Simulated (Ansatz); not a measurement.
# Field gradients of H₇NF₄ from run to run

Cell of run 1: a Materials Project structure (computed, not necessarily an observed phase).

Space group R3c:H (No. 161); a = 7.6007, c = 11.8836 Å, γ = 120.00°.

| site | Wyckoff | site symmetry | x | y | z |
| --- | --- | --- | --- | --- | --- |
| H1 | 6a | 3. | 0.0000 | 0.0000 | 0.5838 |
| H3 | 18b | 1 | 0.0129 | 0.1341 | 0.4702 |
| H9 | 18b | 1 | 0.0040 | 0.1870 | 0.7522 |
| N | 6a | 3. | 0.0000 | 0.0000 | 0.4977 |
| F17 | 18b | 1 | 0.3428 | 0.9853 | 0.4267 |
| F23 | 6a | 3. | 0.0000 | 0.0000 | 0.7417 |

One atom of each set is listed; the run and its k-mesh use a cell of 24 atoms with edges of 5.91, 5.91, 5.91 Å.

All runs are DFT with Ansatz 0.2.0 (plane waves and PAW, scalar-relativistic unless spin–orbit coupling is named, Γ-centred meshes, Fermi–Dirac smearing where given) in this cell.

Run 1: PBE, atoms as given; 420 eV, 4×4×4 k-points, smearing 0.02 eV.
Run 2: r2SCAN, atoms as given; 500 eV, 4×4×4 k-points, smearing 0.02 eV.
Run 3: PBE, atoms as given; 350 eV, 4×4×4 k-points, smearing 0.02 eV; this cutoff lies below the one recommended for these PAW files.

```csv
run,H1 V_zz (η),H3 V_zz (η),H9 V_zz (η),F17 V_zz (η),F23 V_zz (η)
1,3.11 (0.00),2.95 (0.00),2.57 (0.01),18.07 (0.12),-5.76 (0.00)
2,?,?,?,?,?
3,3.11 (0.00),2.94 (0.00),2.53 (0.01),17.76 (0.12),-5.62 (0.00)
```

V_zz in 10²¹ V/m²; 5 of the 6 sets of like atoms are followed.

Q: Estimate the row of run 2.

A: H1: 3.04 (0.00); H3: 2.87 (0.00); H9: 2.42 (0.01); F17: 18.46 (0.10); F23: -5.74 (0.00). It lies nearest to run 1, from whose tensors on these sites it differs by 0.40 at most (largest principal value of the difference, on F17). Taken one at a time, the functional (r2SCAN with its higher cutoff) moves the tensors on these sites by up to 0.40 (largest principal value of the change, on F17), the cutoff by 0.31 (F17).

The lattice is static: at room temperature ammonium may turn and average the couplings of its hydrogen. In runs 1, 3 the atoms aren't at the calculated equilibrium (largest force 0.29, 0.31 eV/Å).
